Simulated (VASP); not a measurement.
# Li (Fm-3m) in VASP: a series of runs, part 2 of 2

VASP 6.6.1. The steps go on from the part before.

## 4. Relaxation of cell and atoms, revPBE

This run uses another cell than the first one, of 21.61 Å³/atom, 1.023 times its volume.

The input, INCAR:

```
SYSTEM = Li
PREC     = Accurate       ! precision mode
ENCUT    = 600            ! plane-wave cutoff, eV
EDIFF    = 1E-7           ! SCF threshold, eV
ISMEAR   = -1             ! smearing method
SIGMA    = 0.1            ! smearing width, eV
LREAL    = .False.        ! projectors in reciprocal space
LASPH    = .True.         ! aspherical terms in the spheres
NELM     = 80             ! most SCF steps
ALGO     = Fast           ! electronic algorithm
ISIF     = 3              ! what is computed and relaxed
LWAVE    = .False.        ! write WAVECAR
LCHARG   = .False.        ! write CHGCAR
GGA      = RE             ! functional
IBRION   = 2              ! ionic algorithm
NSW      = 80             ! ionic steps
EDIFFG   = -0.01          ! ionic threshold
```

The input, KPOINTS:

```
regular mesh
0
Gamma
  12 12 12
  0 0 0
```

The input, POSCAR:

```
Li
1.0
    0.0000000000      2.2107204702      2.2107204702
    2.2107204702      0.0000000000      2.2107204702
    2.2107204702      2.2107204702      0.0000000000
Li
1
Direct
    0.0000000000      0.0000000000      0.0000000000
```

Potentials or basis: VASP PAW PBE potentials, release 64 (Li_sv).

Run with:

```sh
cat potpaw_PBE.64/Li_sv/POTCAR > POTCAR
mpirun -np 1 vasp_std > vasp.out
```

OUTCAR:

```text
SYSTEM = Li
   PREC = Accurate
   ENCUT = 600
   EDIFF = 1E-7
   ISMEAR = -1
   LREAL = .False.
   LASPH = .True.
   NELM = 80
   ISIF = 3
   GGA = RE
   IBRION = 2
   NSW = 80
   EDIFFG = -0.01

 ion  position               nearest neighbor table
   1  0.000  0.000  0.000-

  LATTYP: Found a face centered cubic cell.
 ALAT       =     4.4214409404

  Lattice vectors:

 A1 = (   0.0000000000,   2.2107204702,   2.2107204702)
 A2 = (   2.2107204702,   0.0000000000,   2.2107204702)
 A3 = (   2.2107204702,   2.2107204702,   0.0000000000)

Analysis of symmetry for initial positions (statically):
=====================================================================
 Subroutine PRICEL returns:
 Original cell was already a primitive cell.

 Routine SETGRP: Setting up the symmetry group for a
 face centered cubic supercell.

 Subroutine GETGRP returns: Found 48 space group operations
 (whereof 48 operations were pure point group operations)
 out of a pool of 48 trial point group operations.

The static configuration has the point symmetry O_h .

Analysis of symmetry for dynamics (positions and initial velocities):
=====================================================================
 Subroutine PRICEL returns:
 Original cell was already a primitive cell.

 Routine SETGRP: Setting up the symmetry group for a
 face centered cubic supercell.

 Subroutine GETGRP returns: Found 48 space group operations
 (whereof 48 operations were pure point group operations)
 out of a pool of 48 trial point group operations.

The dynamic configuration has the point symmetry O_h .

 Subroutine INISYM returns: Found 48 space group operations
 (whereof 48 operations are pure point group operations),
 and found     1 'primitive' translations

----------------------------------------------------------------------------------------

                                     Primitive cell

  volume of cell :      21.6088

  direct lattice vectors                    reciprocal lattice vectors
     0.000000000  2.210720470  2.210720470    -0.226170611  0.226170611  0.226170611
     2.210720470  0.000000000  2.210720470     0.226170611 -0.226170611  0.226170611
     2.210720470  2.210720470  0.000000000     0.226170611  0.226170611 -0.226170611

  length of vectors
     3.126430872  3.126430872  3.126430872     0.391738990  0.391738990  0.391738990

  position of ions in fractional coordinates (direct lattice)
     0.000000000  0.000000000  0.000000000

  ion indices of the primitive-cell ions
   primitive index   ion index
                 1           1

----------------------------------------------------------------------------------------

 KPOINTS: regular mesh

Automatic generation of k-mesh.
 Grid dimensions read from file:
 generate k-points for:   12   12   12

 Generating k-lattice:

  Cartesian coordinates                     Fractional coordinates (reciprocal lattice)
    -0.018847551  0.018847551  0.018847551     0.083333333  0.000000000  0.000000000
     0.018847551 -0.018847551  0.018847551     0.000000000  0.083333333  0.000000000
     0.018847551  0.018847551 -0.018847551     0.000000000  0.000000000  0.083333333
[... 41 lines left out ...]
   total plane-waves  NPLWV =  21952
   dimension x,y,z NGX =    28 NGY =   28 NGZ =   28
   dimension x,y,z NGXF=    56 NGYF=   56 NGZF=   56
   ions per type =               1
   NGX,Y,Z   is equivalent  to a cutoff of  14.89, 14.89, 14.89 a.u.
   NGXF,Y,Z  is equivalent  to a cutoff of  29.78, 29.78, 29.78 a.u.
 SYSTEM =  Li
   PREC   = accura    normal or accurate (medium, high low for compatibility)
   ISTART =      0    job   : 0-new  1-cont  2-samecut
   ICHARG =      2    charge: 1-file 2-atom 10-const
   ISPIN  =      1    spin polarized calculation?
   LNONCOLLINEAR =      F non collinear calculations
   LSORBIT =      F    spin-orbit coupling
   LASPH  =      T    aspherical Exc in radial PAW
   ENCUT  =  600.0 eV  44.10 Ry    6.64 a.u.   6.24  6.24  6.24*2*pi/ulx,y,z
   NELM   =     80;   NELMIN=  2; NELMDL= -5     # of ELM steps
   EDIFF  = 0.1E-06   stopping-criterion for ELM
   LREAL  =      F    real-space projection
   EDIFFG = -.1E-01   stopping-criterion for IOM
   NSW    =     80    number of steps for IOM
   IBRION =      2    ionic relax: 0-MD 1-quasi-New 2-CG
   NFREE  =      1    steps in history (QN), initial steepest desc. (CG)
   ISIF   =      3    stress and relaxation
   ISYM   =      2    0-nonsym 1-usesym 2-fastsym
   POTIM  = 0.5000    time-step for ionic-motion
   TEBEG  =    0.0;   TEEND  =   0.0 temperature during run
   PSTRESS=    0.0 pullay stress
   NELECT =       3.0000    total number of electrons
   NUPDOWN=      -1.0000    fix difference up-down
   EMIN   =  10.00;   EMAX   =-10.00  energy-range for DOS
   EFERMI =   0.00;   METHOD = LEGACY
   ISMEAR =    -1;   SIGMA  =   0.10  broadening in eV -4-tet -1-fermi 0-gaus
   EFERMI_NEDOS =   21; number of points for ismear=-14 and -15
   IALGO  =     68    algorithm
   IMIX   =      4    mixing-type and parameters
     AMIX     =   0.40;   BMIX     =  1.00
     AMIX_MAG =   1.60;   BMIX_MAG =  1.00
  volume/ion in A,a.u.               =      21.61       145.82
  Fermi-wavevector in a.u.,A,eV,Ry     =   0.847692  1.601906  9.776898  0.718582
  Thomas-Fermi vector in A             =   1.963238
   LORBIT       =      0    0 simple, 1 ext, 2 COOP (PROOUT), +10 PAW based schemes
   GGA     = RE    functional components
   LHFCALC =     F    Hartree Fock is set to
   AEXX    =    0.0000 exact exchange contribution
   IVDW    =     0    specifies the selected vdW correction
   LEPSILON=     F    determine dielectric tensor
   LRPA    =     F    only Hartree local field effects (RPA)
 conjugate gradient relaxation of ions
 non-spin polarized calculation
 RMM-DIIS sequential band-by-band and
  energy-cutoff  :      600.00
  volume of cell :       21.61
 maximum number of plane-waves:       745
 NGX is ok and might be reduce to    28
   NGX = 13   NGY = 13   NGZ = 13

--------------------------------------- Ionic step        1  -------------------------------------------

 number of electron       2.9999999 magnetization

 Free energy of the ion-electron system (eV)
  ---------------------------------------------------
  ext. energy  EPLUGINS =         0.00000000
  ---------------------------------------------------
  free energy    TOTEN  =        -1.81922860 eV

  energy without entropy =       -1.80345183  energy(sigma->0) =       -1.81134022

------------------------ aborting loop because EDIFF is reached ----------------------------------------

  FORCE on cell =-STRESS in cart. coord.  units (eV):
  Direction    XX          YY          ZZ          XY          YZ          ZX
  --------------------------------------------------------------------------------------
  -------------------------------------------------------------------------------------
  Total       -0.0555239     -0.0555239     -0.0555239      0.0000000      0.0000000     -0.0000000
  in kB       -4.1167900     -4.1167900     -4.1167900      0.0000000      0.0000000     -0.0000000
  external PRESSURE =      -4.1167900 kB  Pullay stress =       0.0000000 kB
[... 57 lines left out ...]
--------------------------------------- Ionic step        3  -------------------------------------------

 number of electron       2.9999998 magnetization

 Free energy of the ion-electron system (eV)
  ---------------------------------------------------
  ext. energy  EPLUGINS =         0.00000000
  ---------------------------------------------------
  free energy    TOTEN  =        -1.82021083 eV

  energy without entropy =       -1.80456017  energy(sigma->0) =       -1.81238550

 E-fermi :   0.5686     XC(G=0):  -6.8883

 val. band max:        0.5157201518   @ k =   0.5000   0.2500   0.0833
 cond. band min:       0.6122655457   @ k =   0.5000   0.0000   0.0000
 fundamental gap:      0.0965453939
 Fermi energy:         0.5685663085

 k-point     1 :       0.0000    0.0000    0.0000
  band No.  band energies     occupation
      1     -46.1233      2.00000
      2      -2.9310      2.00000
      3      14.8438      0.00000
      4      14.8438      0.00000
      5      14.8438      0.00000
[... 177 lines left out ...]
 k-point    24 :      -0.4167    0.1667    0.0000
  band No.  band energies     occupation
      1     -46.1063      2.00000
      2       1.0852      0.01134
      3       3.7244      0.00000
      4      10.1698      0.00000
      5      11.8264      0.00000

 [... further k-points ...]

------------------------ aborting loop because EDIFF is reached ----------------------------------------

  FORCE on cell =-STRESS in cart. coord.  units (eV):
  Direction    XX          YY          ZZ          XY          YZ          ZX
  --------------------------------------------------------------------------------------
  -------------------------------------------------------------------------------------
  Total       -0.0046299     -0.0046299     -0.0046299      0.0000000      0.0000000     -0.0000000
  in kB       -0.3545555     -0.3545555     -0.3545555      0.0000000      0.0000000     -0.0000000
  external PRESSURE =      -0.3545555 kB  Pullay stress =       0.0000000 kB
[... 16 lines left out ...]
  FREE ENERGIE OF THE ION-ELECTRON SYSTEM (eV)
  ---------------------------------------------------
  free  energy   TOTEN  =        -1.8202108281 eV

  energy  without entropy=       -1.8045601663  energy(sigma->0) =       -1.81238550

 reached required accuracy - stopping structural energy minimisation
```

It took 31 s on 1 thread of Intel Xeon Platinum 8259CL at 2.50GHz (Skylake/Cascade Lake), shared host; peak memory 0.15 GiB.

What came out:

```yaml
Free_energy: -1.8202 eV
Relaxed_volume: 20.92 Å³/atom
Relaxed_cell: a = 3.093 Å, b = 3.093 Å, c = 3.093 Å, α = 60.00°, β = 60.00°, γ = 60.00°
Space_group_after_relaxing_to_0.05_Å: Fm-3m (No. 225)
Energy_gained_by_relaxing: 1.0 meV/atom
Ionic_steps: 3
Pressure_after_relaxing: 0.0 GPa
Band_gap_on_the_k_mesh: none (metal or under the smearing width)
```

The path:
```tsv
step	energy change (eV)	largest force (eV/Å)	pressure (GPa)	volume (Å³)
1	0.0000	0.0000	-0.41	21.61
2	-0.0004	0.0000	-0.33	21.44
3	-0.0010	0.0000	-0.04	20.92
```

Final structure:
```cif
data_structure
_symmetry_space_group_name_H-M 'P 1'
_symmetry_Int_Tables_number 1
_cell_length_a 3.0929
_cell_length_b 3.0929
_cell_length_c 3.0929
_cell_angle_alpha 60.000
_cell_angle_beta 60.000
_cell_angle_gamma 60.000
_cell_volume 20.92
loop_
_atom_site_label
_atom_site_type_symbol
_atom_site_fract_x
_atom_site_fract_y
_atom_site_fract_z
_atom_site_occupancy
Li1 Li 0.00000 0.00000 0.00000 1
```

Caveat: the cutoff is under 1.25 times the usual one of these potentials, so pressure, stress and relaxed cells hold a basis-set (Pulay) error; the PAW data sets were made with another functional, which shifts forces and pressure a little.

## 5. Single point, revPBE

This run uses another cell than the first one, of 22.81 Å³/atom, 1.080 times its volume.

The input, INCAR:

```
SYSTEM = Li
PREC = Accurate
ENCUT = 520
EDIFF = 1E-6
ISMEAR = -1
SIGMA = 0.1
LREAL = .FALSE.
LASPH = .TRUE.
NELM = 60
ALGO = Normal
ISIF = 2
LWAVE = .FALSE.
LCHARG = .FALSE.
GGA = RE
NBANDS = 8
```

The input, KPOINTS:

```
Automatic mesh
0
G
  14 14 14
  0 0 0
```

The input, POSCAR:

```
Li
1.0
    0.0000000000      2.2508245847      2.2508245847
    2.2508245847      0.0000000000      2.2508245847
    2.2508245847      2.2508245847      0.0000000000
Li
1
Direct
    0.0000000000      0.0000000000      0.0000000000
```

Potentials or basis: VASP PAW PBE potentials, release 64 (Li_sv).

Run with:

```sh
cat potpaw_PBE.64/Li_sv/POTCAR > POTCAR
mpirun -np 1 vasp_std > vasp.out
```

OUTCAR:

```text
SYSTEM = Li
   PREC = Accurate
   ENCUT = 520
   EDIFF = 1E-6
   ISMEAR = -1
   LREAL = .FALSE.
   LASPH = .TRUE.
   NELM = 60
   ISIF = 2
   GGA = RE

 ion  position               nearest neighbor table
   1  0.000  0.000  0.000-

  LATTYP: Found a face centered cubic cell.
 ALAT       =     4.5016491694

  Lattice vectors:

 A1 = (   0.0000000000,   2.2508245847,   2.2508245847)
 A2 = (   2.2508245847,   0.0000000000,   2.2508245847)
 A3 = (   2.2508245847,   2.2508245847,   0.0000000000)

Analysis of symmetry for initial positions (statically):
=====================================================================
 Subroutine PRICEL returns:
 Original cell was already a primitive cell.

 Routine SETGRP: Setting up the symmetry group for a
 face centered cubic supercell.

 Subroutine GETGRP returns: Found 48 space group operations
 (whereof 48 operations were pure point group operations)
 out of a pool of 48 trial point group operations.

The static configuration has the point symmetry O_h .

Analysis of symmetry for dynamics (positions and initial velocities):
=====================================================================
 Subroutine PRICEL returns:
 Original cell was already a primitive cell.

 Routine SETGRP: Setting up the symmetry group for a
 face centered cubic supercell.

 Subroutine GETGRP returns: Found 48 space group operations
 (whereof 48 operations were pure point group operations)
 out of a pool of 48 trial point group operations.

The dynamic configuration has the point symmetry O_h .

 Subroutine INISYM returns: Found 48 space group operations
 (whereof 48 operations are pure point group operations),
 and found     1 'primitive' translations

----------------------------------------------------------------------------------------

                                     Primitive cell

[... 108 lines left out ...]
     AMIX_MAG =   1.60;   BMIX_MAG =  1.00
  volume/ion in A,a.u.               =      22.81       153.90
  Fermi-wavevector in a.u.,A,eV,Ry     =   0.832588  1.573364  9.431602  0.693203
  Thomas-Fermi vector in A             =   1.945669
   LORBIT       =      0    0 simple, 1 ext, 2 COOP (PROOUT), +10 PAW based schemes
   GGA     = RE    functional components
   LHFCALC =     F    Hartree Fock is set to
   AEXX    =    0.0000 exact exchange contribution
   IVDW    =     0    specifies the selected vdW correction
   LEPSILON=     F    determine dielectric tensor
   LRPA    =     F    only Hartree local field effects (RPA)
 non-spin polarized calculation
  energy-cutoff  :      520.00
  volume of cell :       22.81
 maximum number of plane-waves:       636
   NGX = 11   NGY = 11   NGZ = 11

 number of electron       3.0000006 magnetization

 Free energy of the ion-electron system (eV)
  ---------------------------------------------------
  ext. energy  EPLUGINS =         0.00000000
  ---------------------------------------------------
  free energy    TOTEN  =        -1.81519450 eV

  energy without entropy =       -1.80020646  energy(sigma->0) =       -1.80770048

 E-fermi :   0.3664     XC(G=0):  -6.6878

 val. band max:        0.2710726314   @ k =  -0.4286   0.0714   0.0000
 cond. band min:       0.3683707669   @ k =   0.5000   0.3571   0.1429
 fundamental gap:      0.0972981356
 Fermi energy:         0.3664341377

 k-point     1 :       0.0000    0.0000    0.0000
  band No.  band energies     occupation
      1     -46.5056      2.00000
      2      -3.0398      2.00000
      3      13.7721      0.00000
      4      13.7723      0.00000
      5      13.7723      0.00000
      6      17.2752      0.00000
      7      17.2752      0.00000
      8      17.2752      0.00000
[... 243 lines left out ...]
 k-point    24 :       0.2857    0.1429    0.0000
  band No.  band energies     occupation
      1     -46.4992      2.00000
      2      -1.7485      2.00000
      3       8.2806      0.00000
      4      10.7607      0.00000
      5      12.7396      0.00000
      6      13.8685      0.00000
      7      15.8813      0.00000
      8      20.4944      0.00000

 [... further k-points ...]

------------------------ aborting loop because EDIFF is reached ----------------------------------------

  FORCE on cell =-STRESS in cart. coord.  units (eV):
  Direction    XX          YY          ZZ          XY          YZ          ZX
  --------------------------------------------------------------------------------------
  -------------------------------------------------------------------------------------
  Total       -0.1372788     -0.1372788     -0.1372788      0.0000000     -0.0000000     -0.0000000
  in kB       -9.6440446     -9.6440446     -9.6440446      0.0000000     -0.0000000     -0.0000000
  external PRESSURE =      -9.6440446 kB  Pullay stress =       0.0000000 kB

 VOLUME and BASIS-vectors are now :
 -----------------------------------------------------------------------------
  energy-cutoff  :      520.00
  volume of cell :       22.81
      direct lattice vectors                 reciprocal lattice vectors
     0.000000000  2.250824585  2.250824585    -0.222140812  0.222140812  0.222140812
     2.250824585  0.000000000  2.250824585     0.222140812 -0.222140812  0.222140812
     2.250824585  2.250824585  0.000000000     0.222140812  0.222140812 -0.222140812

 POSITION                                       TOTAL-FORCE (eV/Angst)
 -----------------------------------------------------------------------------------
      0.00000      0.00000      0.00000        -0.000000     -0.000000     -0.000000
 -----------------------------------------------------------------------------------
    total drift:                               -0.000000      0.000000     -0.000000

  FREE ENERGIE OF THE ION-ELECTRON SYSTEM (eV)
  ---------------------------------------------------
  free  energy   TOTEN  =        -1.8151944994 eV

  energy  without entropy=       -1.8002064647  energy(sigma->0) =       -1.80770048
```

Run time: 6.9 s. Hardware: 1 thread of Intel Xeon Platinum 8259CL at 2.50GHz (Skylake/Cascade Lake), shared host; peak memory 0.13 GiB.

Results:

* Free energy: -1.8152 eV
* Band gap on the k mesh: none (metal or under the smearing width)

Caveat: the cutoff is under 1.25 times the usual one of these potentials, so pressure, stress and relaxed cells hold a basis-set (Pulay) error; the PAW data sets were made with another functional, which shifts forces and pressure a little.

## 6. Overview

| task | cell | k mesh | cutoff (eV) | gap on the mesh (eV) |
| --- | --- | --- | --- | --- |
| single point | Fm-3m, 21.12 Å³/atom | 20 × 20 × 20 | 520 | none |
| single point | Fm-3m, 21.12 Å³/atom | 12 × 12 × 12 | 520 | none |
| relaxation of cell and atoms | relaxed | 12 × 12 × 12 | 600 | none |
| single point | Fm-3m, 22.81 Å³/atom | 14 × 14 × 14 | 520 | none |

Alike in all rows: level revPBE; potentials or basis VASP PAW PBE potentials, release 64 (Li_sv); no spin polarisation; smearing fermi-dirac 0.1 eV.

Every run on the cell as given and a fine mesh finds a metal.

Caveats: the cutoff is under 1.25 times the usual one of these potentials, so pressure, stress and relaxed cells hold a basis-set (Pulay) error; the PAW data sets were made with another functional, which shifts forces and pressure a little.

Total energies depend on the potentials used, so only differences within one code and one set of settings carry meaning.
